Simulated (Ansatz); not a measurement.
The decay constant κ of evanescent states in the gap governs leakage through a thin film.

Data:

```
Li3N
1.0
    3.60973     0.00000     0.00000
   -1.80486     3.12612     0.00000
    0.00000     0.00000     3.85464
Li N
3 1
Direct
  0.00000   0.00000   0.50000
  0.33333   0.66667   0.00000
  0.66667   0.33333   0.00000
  0.00000   0.00000   0.00000
```

The cell is taken as given.

Transport runs along the normal of the first two printed cell vectors, the (001) plane of the conventional cell.

The gap is the functional's own. No spin-orbit coupling. Mid-gap values are those at the computed energy nearest the middle.

Q: Estimate the band gap and the smallest decay constant κ at mid-gap that Ansatz (a quantum-chemistry and plane-wave program) with r2SCAN returns for this system.

A: Gap 1.48 eV on a 12×12×8 mesh; κ = 0.223 1/Å, at the zone centre.
